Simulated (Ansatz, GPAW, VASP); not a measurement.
**One calculation of Fe, 3 ways**

```
Fe
1.0
    -1.44300    1.44300    1.44300
     1.44300   -1.44300    1.44300
     1.44300    1.44300   -1.44300
Fe
1
Direct
  0.00000 0.00000 0.00000
```

Alike in all runs: task single point; functional PBE; k mesh 13 × 13 × 13; occupations gaussian, width 0.028 eV; collinear spin, ferromagnetic start; no spin-orbit coupling. Pressure is positive in compression and, in plane waves, holds the error of the finite cutoff.

```json
{"program and potentials": "VASP, PBE PAW files Fe, 520 eV", "plane-wave cutoff (eV)": "520", "notes": "-", "pressure (GPa)": "-9.30", "net moment per atom (μB)": "2.28"}
{"program and potentials": "Ansatz, all-electron LAPW, scalar-relativistic", "plane-wave cutoff (eV)": "-", "notes": "-", "pressure (GPa)": "-9.75", "net moment per atom (μB)": "2.25"}
{"program and potentials": "GPAW, GPAW PAW data sets (gpaw-data 1.2.1)", "plane-wave cutoff (eV)": "600", "notes": "-", "pressure (GPa)": "-7.91", "net moment per atom (μB)": "2.25"}
```

The pressure spans -9.75 (Ansatz, all-electron LAPW, scalar-relativistic) to -7.91 GPa (GPAW, GPAW PAW data sets (gpaw-data 1.2.1)), with all-electron results at -9.75. The net moment per atom spans 2.25 (Ansatz, all-electron LAPW, scalar-relativistic) to 2.28 μB (VASP, PBE PAW files Fe, 520 eV), with all-electron results at 2.25. The state is the one that the start led to, which needn't be the lowest.

Differences between rows come from potentials, basis sets and numerical settings, since the functional is the same but for its coding. Runs on potential files found faulty are left out.

All three calculations put this body-centred cubic iron cell under tension, so at the PBE level the ferromagnetic crystal would contract from the given volume. They also agree closely on a large moment, between 2.25 and 2.28 μB per atom. It comes from exchange splitting of the partly filled 3d bands: parallel spins gain exchange energy at the cost of band energy, and the itinerant character of the d electrons leaves a non-integer moment. Stretching the lattice narrows these bands and generally favours a larger moment, so the value here is probably somewhat above that at the PBE equilibrium volume.

The pressure separates the methods more clearly than the moment does. The all-electron and GPAW runs share a moment of 2.25 μB yet lie at opposite ends of the pressure range, which suggests that their disagreement doesn't stem from a different degree of spin polarisation. A single volume fixes the direction of relaxation, but neither the equilibrium lattice constant nor the bulk modulus.
